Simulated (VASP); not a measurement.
PbS:

```
CELL_PARAMETERS angstrom
3.65366 0.00000 0.00000
0.00000 3.65366 0.00000
0.00000 0.00000 3.65366
ATOMIC_POSITIONS crystal
Pb 0.00000 0.00000 0.00000
S 0.50000 0.50000 0.50000
```

Measurements of this composition are mostly on another form, of space group No. 225.

- Program: VASP 6.6.1
- Task: single point
- Functional: PBE
- Potentials or basis: VASP PAW PBE potentials, release 64 (Pb_d, S)
- Cutoff: 520 eV
- k mesh: 7 × 7 × 7
- Occupations: fermi-dirac, width 0.05 eV
- Spin: no spin polarisation

On this cell: pressure -0.1 GPa; largest force zero by symmetry; band gap on the k mesh 0.12 eV, indirect (least direct gap 1.44 eV).

The same run follows on a disturbed copy (atoms moved at random, drawn with an rms of 0.05 Å):

```
CELL_PARAMETERS angstrom
3.65366 0.00000 0.00000
0.00000 3.65366 0.00000
0.00000 0.00000 3.65366
ATOMIC_POSITIONS crystal
Pb 0.99557 0.00879 0.99615
S 0.50194 0.49134 0.49616
```

**Question.** What changes?

**Answer.** The energy moves by -1.4 meV/atom; pressure 0.0 GPa; largest force 0.078 eV/Å; band gap on the k mesh 0.12 eV, indirect (least direct gap 1.40 eV).

Forces on the atoms (eV/Å):
```
Pb  -0.026  0.074  0.000
S    0.026 -0.074  0.000
```

The energy falls, though the first cell shows no forces: that form is unstable against this distortion, unless noise or another electronic state is at work.

Caveats: spin-orbit coupling is left out, which as a rule narrows the gap of such compounds by several tenths of an eV; an odd mesh through Γ misses points on the zone boundary, where band edges often lie.
